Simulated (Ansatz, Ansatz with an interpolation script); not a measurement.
# G0W0 band structure of CsPbCl3 (Pm-3m), part 2 of 2

Wanted: quasiparticle gap and band widths of CsPbCl3 (Pm-3m) over the whole zone.

Ansatz 0.2.0; PBE, Wannier functions and G0W0, plane waves, PAW. Known limits of the many-body steps: not at the basis limit; no spin-orbit coupling.

So far. Step 2 (PBE bands): The gap is direct, at (0.500, 0.500, 0.500). Step 3 (Wannier functions (Cl:3p Cs:6s Pb:6p) on 8×8×8): Near the gap the model misses directly solved bands by 3.9 meV r.m.s. and by 32 meV at most in the window tested. This tests the starting bands, not the corrections carried with them.

## Step 4: G0W0 at every point of the mesh: 4×4×4 mesh, 734 empty bands, screening to 150 eV, PAW set soft_1 files

Now the one-shot GW correction: screening in the RPA, then the self-energy of the levels asked for.

This step: G0W0 on PBE, plane waves, PAW; PAW set soft_1.

The input, input.yaml:

```yaml
crystal:
  lattice:
    - [5.605, 0.0, 0.0]
    - [0.0, 5.605, 0.0]
    - [0.0, 0.0, 5.605]
  atoms:
    - { symbol: Cs, position: [0.0, 0.0, 0.0] }
    - { symbol: Pb, position: [0.5, 0.5, 0.5] }
    - { symbol: Cl, position: [0.5, 0.5, 0.0] }
    - { symbol: Cl, position: [0.0, 0.5, 0.5] }
    - { symbol: Cl, position: [0.5, 0.0, 0.5] }
kpoints:
  mp_grid: { grid: [4, 4, 4] }
hamiltonian:
  xc: pbe
  pseudopotentials: { kind: paw, azcp: { folder: soft_1 } }
scf:
  occupations: { method: fixed }
gw:
  n_empty_bands: 734
  ecut_chi: 150.0
  qp_bands: [v9, c3]
  screening: { model: contour_deformation }
```

Command:

```bash
> ansatz run input.yaml --threads 2 --pin off --max-ram 92160MiB --backend cuda --events-out ev --progress --plain --runs-dir out --devices 1 --max-vram 13GiB
```

Numbers of over 12 decimals in the logs are rounded to 6 here.

The log of the run:

```text
GPUs: using 1 of 1 available (devices: 1).
[...]
GPU FFT provider: cuFFT
GPU libraries: cuBLAS 13.8.2, cuFFT 12.4.0, cuSOLVER 12.3.4
Crystal: 5 atoms, lattice volume = 176.087 Å³
Basis set: ecut = 420 eV, 3407 PW (Γ)
Bands: 27, of which v1, the nominal top of the filled ones, is band 22 counted from 1 (21 counted from 0)
Symmetry: 48 space group operations
[...]
k-points: 10 of 64
[...]
GPU buffer pool allocated for 64000 grid points (all kernels)
[...]
SCF iter   1: F=—  HF=-20826.798310 eV  |F-HF|=—  |Δ(HF+E_count)|=         —  Δρ=2.28e-2  dr2=2.01e0  ethr=3.10e-3  ⟨swp⟩=5.0  Hψ=1139  notcnv=0  defer=19
[...]
SCF iter   7: F=-20825.818367 eV  HF=-20825.818367 eV  |F-HF|=3.20e-8  |Δ(HF+E_count)|=   2.89e-6  Δρ=6.29e-6  dr2=5.36e-8  ethr=2.27e-10  ⟨swp⟩=11.3  Hψ=1599  notcnv=0
SCF 1 converged in 7 iterations: F = -20825.818367 eV  dr2 = 5.36e-8
[...]
NSCF: frozen V_eff on 10 k-points, pencils in batches of 32, up to order 108
[...]
G₀W₀ screening: q 1/10
[... further progress lines ...]
SCF converged after 7 iterations
Free energy (F): -20825.818367 eV
[...]
Internal energy: -20825.818367 eV  (E = F + TS)
E sigma→0 (E₀):  -20825.818367 eV
Fermi energy:    4.151850 eV
[...]
--- Band table (eV; the first three rows and the last of 10) ---
  k-point 0: bands = [... 18 lower, 1.5093, 1.6168, 1.6168, 1.6168, 7.4953, 8.4311, 8.4311, 9.3401, ... 1 higher]
  k-point 1: bands = [... 18 lower, 1.4602, 1.5619, 1.5619, 1.7146, 8.0002, 8.7815, 8.8355, 8.9828, ... 1 higher]
  k-point 2: bands = [... 18 lower, 1.4114, 1.5064, 1.5064, 2.4608, 7.1792, 8.8335, 9.3408, 9.4821, ... 1 higher]
  k-point 9: bands = [... 18 lower, 1.9366, 1.9366, 1.9366, 4.1519, 6.0887, 6.0887, 6.0887, 9.2520, ... 1 higher]
--- G₀W₀: contour deformation, 7 samples at zero and on the imaginary axis and 3 off it, 64 q-points, 734 empty bands' worth ---
  eigenvalues of the whole cell's RPA ε∞ on this k-mesh (on a slab, of 1 + 4πα/V) = 4.3305, 4.3305, 4.3305; static W/v taken at q = 0 is 0.230919
  bands read: the sum over 756 bands ends inside a degenerate multiplet in 3 slots, whose members it reads at an even weight; the widest, k=0: bands 756 to 758 (counted from 1) at 1/3 each
    ik  band        ε_KS         Σx   Σc(E_QP)       V_xc       Z   E_QP_lin       E_QP  E_QP is
     0    14     -0.5245   -19.0960     3.3904   -14.5088  0.7041    -1.7861    -1.7212  root
     0    15     -0.5245   -19.0960     3.3904   -14.5088  0.7041    -1.7861    -1.7212  root
     0    16     -0.5245   -19.0960     3.3904   -14.5088  0.7041    -1.7861    -1.7212  root
     0    17      1.5093   -20.3654     3.1545   -15.8157  0.7369     0.0523     0.1141  root
     0    18      1.5093   -20.3654     3.1545   -15.8157  0.7369     0.0523     0.1141  root
     0    19      1.5093   -20.3654     3.1545   -15.8157  0.7369     0.0523     0.1141  root
     0    20      1.6168   -20.6387     3.0527   -16.2523  0.7378     0.2286     0.2830  root
     0    21      1.6168   -20.6387     3.0527   -16.2523  0.7378     0.2286     0.2830  root
     0    22      1.6168   -20.6387     3.0527   -16.2523  0.7378     0.2286     0.2830  root
     0    23      7.4953    -3.7599    -3.3508    -7.4040  0.8309     7.7901     7.7887  root
     0    24      8.4311    -3.5009    -3.3154    -7.2787  0.8307     8.8971     8.8935  root
     0    25      8.4311    -3.5009    -3.3154    -7.2787  0.8307     8.8971     8.8935  root
     1    14     -0.4880   -19.0763     3.3716   -14.5171  0.7044    -1.7388    -1.6757  root
     1    15     -0.4880   -19.0763     3.3716   -14.5171  0.7044    -1.7388    -1.6757  root
[...]
9    21      1.9366   -20.8988     3.0219   -16.5268  0.7410     0.5324     0.5866  root
     9    22      4.1519   -20.3628     0.7728   -18.7103  0.7757     3.2586     3.2722  root
     9    23      6.0887    -7.9024    -3.3724   -11.6821  0.8046     6.4986     6.4959  root
     9    24      6.0887    -7.9024    -3.3724   -11.6821  0.8046     6.4986     6.4959  root
     9    25      6.0887    -7.9024    -3.3724   -11.6821  0.8046     6.4986     6.4959  root
```

Wall time 44 s (1 × NVIDIA H100 80GB HBM3 (shared by 6 runs) with 2 threads of AMD EPYC 7R13 (Zen 3), shared host); peak memory 2 GiB.

Numbers from this step:

```
bands summed                                 : 756
RPA ε∞ on this mesh (eigenvalues)            : 4.331, 4.331, 4.331
plane waves in the screening matrix          : 739
q-points in the mesh                         : 64
G0W0 gap on the mesh                         : 3.224 eV
k of the valence top                         : -0.5, -0.5, -0.5
k of the conduction bottom                   : -0.5, -0.5, -0.5
starting gap on the mesh                     : 1.937 eV
Z at the valence top                         : 0.7757
Z at the conduction bottom                   : 0.8046
least direct G0W0 gap on the computed points : 3.224 eV
```

The gap on the mesh goes from 1.94 eV to 3.22 eV, a correction of +1.29 eV. Between the two edge states, bare exchange in place of the xc potential would open the gap by 5.43 eV, and correlation takes back 4.15 eV.

## Step 5: Interpolating the corrections

A script adds the corrections, carried to the Wannier functions and back, to the PBE levels, along the path and on a 9×9×9 mesh.

| Property | Result |
| --- | --- |
| G0W0 gap over the zone | 3.224 eV |
| valence top at | R |
| conduction bottom at | R |
| starting gap over the zone | 1.937 eV |
| least direct G0W0 gap | 3.224 eV |
| G0W0 gap on the mesh | 3.224 eV |
| valence width, start | 4.676 eV |
| valence width, G0W0 | 4.993 eV |
| gap by a rigid shift | 3.224 eV |

Levels solved directly plus the interpolated quasiparticle correction. Limits: finite bands, cutoff and mesh; no spin-orbit coupling. Quasiparticle bands along the path, in eV, zero at the valence-band top of each set:

```csv
point,band 19,band 20,band 21,band 22,band 23
Γ,-3.16,-2.99,-2.99,-2.99,4.52
halfway,-3.21,-3.06,-3.06,-2.79,5.08
X,-3.27,-3.13,-3.13,-1.87,4.42
halfway,-3.24,-3.11,-2.89,-1.60,4.14
M,-3.36,-3.04,-2.70,-0.91,3.87
halfway,-3.15,-3.11,-2.90,-2.54,5.41
Γ,-3.16,-2.99,-2.99,-2.99,4.52
halfway,-2.93,-2.91,-2.91,-2.29,5.32
R,-2.69,-2.69,-2.69,0.00,3.22
halfway,-2.98,-2.94,-2.85,-1.36,3.83
X,-3.27,-3.13,-3.13,-1.87,4.42
jump to R,-2.69,-2.69,-2.69,0.00,3.22
halfway,-2.93,-2.93,-2.69,-0.67,3.54
M,-3.36,-3.04,-2.70,-0.91,3.87
```

The same for PBE:

| point | band 19 | band 20 | band 21 | band 22 | band 23 |
| --- | --- | --- | --- | --- | --- |
| Γ | -2.64 | -2.54 | -2.54 | -2.54 | 3.34 |
| X | -2.74 | -2.65 | -2.65 | -1.69 | 3.03 |
| M | -2.83 | -2.76 | -2.23 | -0.82 | 2.52 |
| Γ | -2.64 | -2.54 | -2.54 | -2.54 | 3.34 |
| R | -2.22 | -2.22 | -2.22 | 0.00 | 1.94 |
| X | -2.74 | -2.65 | -2.65 | -1.69 | 3.03 |
| R | -2.22 | -2.22 | -2.22 | 0.00 | 1.94 |
| M | -2.83 | -2.76 | -2.23 | -0.82 | 2.52 |

Minima of the lowest conduction band, from levels solved directly at the displaced points, plus the interpolated correction; masses are left empty at degenerate points, on flat bands and where the interpolated correction rules the curvature; G0W0 masses are rough. Conduction valleys, by row:

```
point  k (reciprocal lattice)  valleys in the zone  G0W0 level above the valence top (eV)  PBE level above the valence top (eV)  G0W0 principal masses (m_e)  PBE principal masses (m_e)
    R    -0.500 -0.500 -0.500                    1                                  3.224                                 1.937                            -                           -
    Γ       0.000 0.000 0.000                    1                                  4.516                                 3.343            0.469 0.469 0.469           0.481 0.481 0.481
```

Second differences of levels solved directly at the displaced points, plus the interpolated correction, at the quasiparticle band edges; no spin-orbit coupling; left empty where the band is flat or the interpolated correction rules the curvature. Effective masses, by row:

| carrier | point | Cartesian direction | band | PBE mass (m_e) | G0W0 mass (m_e) |
| --- | --- | --- | --- | --- | --- |
| hole | R | 100 | 22 | 0.18 | 0.184 |
| hole | R | 010 | 22 | 0.18 | 0.184 |
| hole | R | 001 | 22 | 0.18 | 0.184 |
| hole | R | 110 | 22 | 0.18 | 0.184 |
| hole | R | 111 | 22 | 0.18 | 0.184 |
| electron | R | 100 | 23 | 0.842 | 0.779 |
| electron | R | 100 | 24 | 0.842 | 0.779 |
| electron | R | 100 | 25 | 0.108 | 0.111 |
| electron | R | 010 | 23 | 0.842 | 0.779 |
| electron | R | 010 | 24 | 0.842 | 0.779 |
| electron | R | 010 | 25 | 0.108 | 0.111 |
| electron | R | 001 | 23 | 0.842 | 0.779 |
| electron | R | 001 | 24 | 0.842 | 0.779 |
| electron | R | 001 | 25 | 0.108 | 0.111 |
| electron | R | 110 | 23 | 0.842 | 0.78 |
| electron | R | 110 | 24 | 0.243 | 0.239 |
| electron | R | 110 | 25 | 0.157 | 0.164 |
| electron | R | 111 | 23 | 0.318 | 0.311 |
| electron | R | 111 | 24 | 0.318 | 0.311 |
| electron | R | 111 | 25 | 0.186 | 0.195 |

The density of states has structure finer than the step of the table below, so its rows give means over 0.25 eV, whole bins alone (the curve runs from -6 to 5.5 eV). Peaks (eV: height): G0W0 -4.700: 4.77, -3.100: 15.3, 4.800: 2.09; PBE -4.400: 4.67, -3.300: 8.40, -2.600: 16.2, 5.300: 4.32.

Wannier model on a dense mesh, Gaussian width 0.15 eV. Limits: finite bands, cutoff and mesh; no spin-orbit coupling. Table of density of states by energy, zero at the valence-band top of each set; means over each step; values in states/eV/cell:

| energy (eV) | G0W0 | PBE |
| --- | --- | --- |
| -5.50 | 3.1e-4 | 0 |
| -5.25 | 0.102 | 1.7e-5 |
| -5.00 | 1.76 | 0.0409 |
| -4.75 | 4.20 | 1.19 |
| -4.50 | 2.42 | 3.87 |
| -4.25 | 2.86 | 2.91 |
| -4.00 | 5.26 | 2.08 |
| -3.75 | 7.25 | 2.64 |
| -3.50 | 8.50 | 4.04 |
| -3.25 | 12.6 | 7.32 |
| -3.00 | 13.4 | 8.46 |
| -2.75 | 6.23 | 13.7 |
| -2.50 | 1.26 | 13.6 |
| -2.25 | 0.879 | 5.65 |
| -2.00 | 0.912 | 1.45 |
| -1.75 | 1.29 | 1.21 |
| -1.50 | 1.000 | 1.30 |
| -1.25 | 0.835 | 1.07 |
| -1.00 | 0.654 | 0.753 |
| -0.75 | 0.335 | 0.490 |
| -0.50 | 0.165 | 0.204 |
| -0.25 | 0.0689 | 0.0770 |
| 0.00 | 0.0179 | 0.0187 |
| 0.25 | 1.2e-4 | 1.3e-4 |
| 0.50 | 0 | 0 |
| 0.75 | 0 | 0 |
| 1.00 | 0 | 0 |
| 1.25 | 0 | 0 |
| 1.50 | 0 | 1.9e-5 |
| 1.75 | 0 | 0.0104 |
| 2.00 | 0 | 0.278 |
| 2.25 | 0 | 0.916 |
| 2.50 | 0 | 1.54 |
| 2.75 | 0 | 1.93 |
| 3.00 | 0.00521 | 1.85 |
| 3.25 | 0.182 | 1.89 |
| 3.50 | 0.729 | 1.80 |
| 3.75 | 1.20 | 1.63 |
| 4.00 | 1.78 | 1.86 |
| 4.25 | 1.83 | 1.87 |
| 4.50 | 1.80 | 1.40 |
| 4.75 | 2.00 | 2.26 |
| 5.00 | 1.74 | 2.92 |
| 5.25 | 1.59 | 3.95 |

Corrections by starting level (eV, on the run's own energy scale, so only their differences matter):

```
start  correction
-4.68       −1.20
-4.54       −1.16
-3.59       −1.15
-3.21       −1.44
-2.96       −1.41
-2.78       −1.41
-2.74       −1.40
-2.65       −1.36
-2.59       −1.35
-2.44       −1.37
-2.23       −1.35
-1.25       −0.99
-0.62       −0.93
 1.94       +0.41
 2.23       +0.43
 3.68       +0.51
 4.25       +0.56
 5.11       +0.58
```

## Step 6: PBE+SOC bands, for comparison

Spin-orbit coupling can split or shift the edges; a non-collinear run measures by how much.

This step: DFT, PBE with spin-orbit coupling, plane waves, PAW; PAW set soft_1.

The input, input.yaml:

```yaml
crystal:
  lattice:
    - [5.605, 0.0, 0.0]
    - [0.0, 5.605, 0.0]
    - [0.0, 0.0, 5.605]
  atoms:
    - { symbol: Cs, position: [0.0, 0.0, 0.0] }
    - { symbol: Pb, position: [0.5, 0.5, 0.5] }
    - { symbol: Cl, position: [0.5, 0.5, 0.0] }
    - { symbol: Cl, position: [0.0, 0.5, 0.5] }
    - { symbol: Cl, position: [0.5, 0.0, 0.5] }
kpoints:
  mp_grid: { grid: [4, 4, 4] }
  band_path:
    path:
      - [[0.0, 0.0, 0.0], [0.0, 0.5, 0.0], [0.5, 0.5, 0.0], [0.0, 0.0, 0.0], [0.5, 0.5, 0.5], [0.0, 0.5, 0.0]]
      - [[0.5, 0.5, 0.5], [0.5, 0.5, 0.0]]
    npoints: 10
hamiltonian:
  xc: pbe
  pseudopotentials: { kind: paw_fr, azcp: { folder: soft_1 } }
scf:
  occupations: { method: fermi_dirac, width: 0.02 }
  n_extra_bands: 10
magnetization:
  noncollinear: true
  spin_orbit: true
output:
  eigenvalues: true
  forces: true
  stress: true
```

The log of the run:

```text
[...]
GPUs: using 1 of 1 available (devices: 1).
[...]
non-collinear run that drives no moment, with spin-orbit: no starting moment large enough to seed its density (crystal.atoms[].spin), no starting occupations that ask for one, no magnetisation constraint and no magnetic field, so the semilocal B_xc is pinned to zero
[...]
GPU FFT provider: cuFFT
GPU libraries: cuBLAS 13.8.2, cuFFT 12.4.0, cuSOLVER 12.3.4
Crystal: 5 atoms, lattice volume = 176.087 Å³
Basis set: ecut = 420 eV, 3407 PW (Γ), exchange–correlation on 80×80×80 points (8 copies of the dense FFT grid, shifted against one another)
Bands: 54, of which v1, the nominal top of the filled ones, is band 44 counted from 1 (43 counted from 0)
Symmetry: 48 space group operations + 48 with time reversal
[...]
k-points: 10 of 64
Projection manifold: j_resolved (fully-relativistic pseudo-atomic orbitals)
[...]
GPU buffer pool allocated for 64000 grid points (all kernels)
[...]
SCF iter   1: F=—  HF=-20869.547797 eV  |F-HF|=—  |Δ(HF+E_count)|=         —  Δρ=2.28e-2  dr2=1.96e0  dr2_m=0.00e0 (ungated)  ethr=3.10e-3  |M|=0.00e0 ∫|m|=0.00e0 μB  |m|>n=0.0e0 m-floor=0.0e0 τ_xc=0.0e0  β_m=0.30  ⟨swp⟩=11.6  Hψ=1686  notcnv=0
[...]
spin=Noncollinear: Resta preconditioning applied to the charge; magnetization (m_x, m_y, m_z) channels mix plain (no charge-response kernel on spin).
SCF iter   2: F=—  HF=-20869.104117 eV  |F-HF|=—  |Δ(HF+E_count)|=   4.44e-1  Δρ=1.56e-2  dr2=1.09e0  dr2_m=0.00e0 (ungated)  ethr=3.10e-3  |M|=0.00e0 ∫|m|=0.00e0 μB  |m|>n=0.0e0 m-floor=0.0e0 τ_xc=0.0e0  β_m=0.65  ⟨swp⟩=2.5  Hψ=355  notcnv=0  defer=38
[...]
SCF iter   8: F=-20868.578817 eV  HF=-20868.578817 eV  |F-HF|=4.03e-9  |Δ(HF+E_count)|=   1.68e-7  Δρ=2.00e-6  dr2=9.10e-9  dr2_m=0.00e0 (ungated)  ethr=2.27e-10  |M|=0.00e0 ∫|m|=0.00e0 μB  |m|>n=0.0e0 m-floor=0.0e0 τ_xc=0.0e0  ⟨swp⟩=17.8  Hψ=1678  notcnv=0
SCF 1 converged in 8 iterations: F = -20868.578817 eV  dr2 = 9.10e-9
[...]
SCF converged after 8 iterations
Magnetization: |M| = 0.0000 μB,  M = (+0.0000, +0.0000, +0.0000) μB
Absolute magnetization: 0.0000 μB (∫|m|)
  site 0: m = (+0.0000, +0.0000, +0.0000) μB, |m| = 0.0000 μB  (R = 1.63 Å)
  site 1: m = (+0.0000, +0.0000, +0.0000) μB, |m| = 0.0000 μB  (R = 1.16 Å)
  site 2: m = (+0.0000, +0.0000, +0.0000) μB, |m| = 0.0000 μB  (R = 1.16 Å)
  site 3: m = (+0.0000, +0.0000, +0.0000) μB, |m| = 0.0000 μB  (R = 1.16 Å)
  site 4: m = (+0.0000, +0.0000, +0.0000) μB, |m| = 0.0000 μB  (R = 1.16 Å)
Free energy (F): -20868.578817 eV
[...]
Internal energy: -20868.578817 eV  (E = F + TS)
E sigma→0 (E₀):  -20868.578817 eV
Fermi energy:    4.528635 eV
[...]
--- Stress (GPa, compression-positive) ---
        1.757067       0.000000      -0.000000
        0.000000       1.757067      -0.000000
        0.000000       0.000000       1.757067
  P = ⅓ Tr σ = 1.7571 GPa (17.571 kbar)
--- Band table (eV; the first three rows and the last of 10) ---
  k-point 0: bands = [... 40 lower, 1.6504, 1.6504, 1.6504, 1.6504, 7.4887, 7.4887, 8.4211, 8.4211, ... 6 higher]
  k-point 1: bands = [... 40 lower, 1.5899, 1.5899, 1.7228, 1.7228, 7.9090, 7.9090, 8.2478, 8.2478, ... 6 higher]
  k-point 2: bands = [... 40 lower, 1.5199, 1.5199, 2.4726, 2.4726, 6.7944, 6.7944, 8.7462, 8.7462, ... 6 higher]
  k-point 9: bands = [... 40 lower, 1.9396, 1.9396, 4.1758, 4.1758, 4.8814, 4.8814, 6.5279, 6.5279, ... 6 higher]
```

Run time: 12 s. Hardware: 1 × NVIDIA H100 80GB HBM3 (shared by 6 runs) with 2 threads; peak memory 1.4 GiB; 12 s of CPU time.

Numbers from this step:

- pressure: 1.757 GPa
- filled bands: 44
- gap: 0.7056 eV
- valence top at: R
- conduction bottom at: R
- least direct gap: 0.7056 eV

The gap stands −1.23 eV against PBE.

The electronic bands at the labelled points (eV, zero at the top of the highest nominally filled band):

```
    point  band 41  band 42  band 43  band 44  band 45  band 46  band 47  band 48
        Γ    -2.53    -2.53    -2.53    -2.53     3.31     3.31     4.25     4.25
  halfway    -2.59    -2.59    -2.45    -2.45     3.73     3.73     4.07     4.07
        X    -2.66    -2.66    -1.70    -1.70     2.62     2.62     4.57     4.57
  halfway    -2.44    -2.44    -1.47    -1.47     2.28     2.28     4.09     4.09
        M    -2.27    -2.27    -0.82    -0.82     1.64     1.64     3.00     3.00
  halfway    -2.47    -2.47    -2.28    -2.28     3.35     3.35     4.26     4.26
        Γ    -2.53    -2.53    -2.53    -2.53     3.31     3.31     4.25     4.25
  halfway    -2.46    -2.46    -2.13    -2.13     2.91     2.91     4.19     4.19
        R    -2.24    -2.24     0.00     0.00     0.71     0.71     2.35     2.35
  halfway    -2.40    -2.40    -1.28    -1.28     1.95     1.95     3.60     3.60
        X    -2.66    -2.66    -1.70    -1.70     2.62     2.62     4.57     4.57
jump to R    -2.24    -2.24     0.00     0.00     0.71     0.71     2.35     2.35
  halfway    -2.26    -2.26    -0.64    -0.64     1.32     1.32     2.67     2.67
        M    -2.27    -2.27    -0.82    -0.82     1.64     1.64     3.00     3.00
```

## Step 7: Outcome

| Quantity | Value |
| --- | --- |
| PBE gap | 1.94 eV |
| G0W0 gap over the zone | 3.22 eV, direct |
| least direct G0W0 gap, in the model | 3.22 eV |
| with the spin-orbit change | 1.99 eV |
| GW settings | 4×4×4 mesh, 734 empty bands, screening to 150 eV, PAW set soft_1 files |
| known limits | not at the basis limit; no spin-orbit coupling |

In words: The Wannier model follows the PBE bands to 4 meV r.m.s. near the gap. The G0W0 gap over the zone is 3.22 eV, direct, from R to R; on the mesh alone it is 3.22 eV, nearly the same. The valence width in the model goes from 4.68 eV to 4.99 eV. At the band edge the lightest electron mass is 0.11 m_e at the start and 0.11 m_e in G0W0; the G0W0 masses rest on corrections from the 4×4×4 mesh alone and are rough. With a spin-orbit change this large the edge states differ, so these masses aren't the crystal's. PBE+SOC gives a gap of 0.71 eV on the same path, a spin-orbit change of −1.23 eV that would bring the G0W0 gap to 1.99 eV. Bands and cutoff are finite, so the gap is not at the basis limit. The miss can reach some tenths of an eV and take either sign; the mesh is an error of its own. Above the frozen window of the model the interpolated levels need not meet the computed ones, even at points of the mesh. Where an edge is built on 6p states of lead, bismuth or thallium, scalar-relativistic gaps usually stand too wide, by a few tenths to over one eV. This is the ideal cubic cell; many perovskites, halides above all, are cubic only on average, and local tilts or off-centring can widen the gap.

[Paths, hosts, dates, memory and timing lines, banners, echoed tables and standing remarks are left out of the program output.]

[Logs are printed without paths, hosts, clocks, repeated set-up lines and the standing remarks that a program may print on its own settings, such as how far it seeks lower states.]

[Runs of the session that timed out or met a known fault of the program may be left out.]

[Hosts, paths, dates, database ids (printed as entryN), source tags and the programs' standing remarks are cut or masked in the printed files.]
